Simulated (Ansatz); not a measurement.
A (110) slab of Al (Fm-3m (No. 225)), 8 planes, outer planes Al (top) and Al (bottom), with 8 atoms (Al8) in a surface cell of A = 11.545 Å², as cut from the bulk:

```xyz
8
Lattice="2.8572 0.0000 0.0000 0.0000 4.0406 0.0000 0.0000 0.0000 25.0000" Properties=species:S:1:pos:R:3 pbc="T T T"
Al    1.4286    2.0203    7.5000
Al    0.0000    0.0000    8.9286
Al    1.4286    2.0203   10.3572
Al    0.0000    0.0000   11.7857
Al    1.4286    2.0203   13.2143
Al    0.0000    0.0000   14.6429
Al    1.4286    2.0203   16.0715
Al    0.0000    0.0000   17.5000
```

Level of theory: DFT PBE, scalar-relativistic, plane waves, PAW (Ansatz). Cutoff 420 eV; k points 12×9×1 on the computed 8-atom cell (Γ-centred); Gaussian smearing, width 0.10 eV; no spin polarisation.

Against the same 8 atoms in the bulk, the slab as cut lies 1.414 eV higher and the relaxed slab 1.380 eV higher.

Problem. Work out the surface energy before and after relaxation.

Solution. The slab has two faces, so γ = (E_slab − N·E_bulk)/(2A), the mean of both. As cut: 1.414/(2 × 11.545) = 0.0612 eV/Å², and 1 eV/Å² = 16.02 J/m², so γ = 0.98 J/m². Relaxed: 1.380/(2 × 11.545) = 0.0598 eV/Å² = 0.96 J/m². Relaxation recovers 2 % of the cost of cutting.

Problem. A cut through this plane breaks about 6 nearest-neighbour bonds a surface cell. What does each broken bond cost, before relaxation?

Solution. One cut makes two faces and costs 2γA = 1.414 eV, shared by 6 bonds: 0.24 eV a bond. In a metal this is less than the cohesive energy a bond, since the bonds that remain at the surface strengthen.

Problem. What is the ideal work of this cut, per area?

Solution. Griffith's ideal work is 2γ: 1.96 J/m² if the new faces stay rigid, 1.91 J/m² if they relax. One thickness was run, 8 planes, so γ can still shift with it.